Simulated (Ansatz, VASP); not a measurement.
## Au: VASP beside Ansatz

```xyz
1
Lattice="0.0000 2.0213 2.0213 2.0213 0.0000 2.0213 2.0213 2.0213 0.0000" Properties=species:S:1:pos:R:3 pbc="T T T"
Au    0.0000    0.0000    0.0000
```

Alike in both runs: task single point; functional PBE; dispersion D4; k mesh 11 × 11 × 11; occupations fermi-dirac, width 0.05 eV; no spin polarisation.

```csv
,VASP,Ansatz
version,VASP 6.6.1,Ansatz 0.2.0
potentials or method,"VASP PAW PBE potentials, release 64 (Au)",Ansatz PAW
plane-wave cutoff (eV),520,420
valence electrons in the cell,11,19
```

```csv
,VASP,Ansatz,Ansatz less VASP
gap on the k mesh at the Fermi level (eV),none,none,-
pressure (GPa),8.5,8.8,+0.35
dispersion energy (meV/atom),-698.2,-698.2,-0.03
```

A gap of «none» marks a metal or a gap that the smearing closes. The two sets of potentials don't hold the same shells in valence.

Caveats: pairwise dispersion overbinds metals, which lowers pressure and volume. Spin-orbit coupling is left out, which matters for the levels of Au.
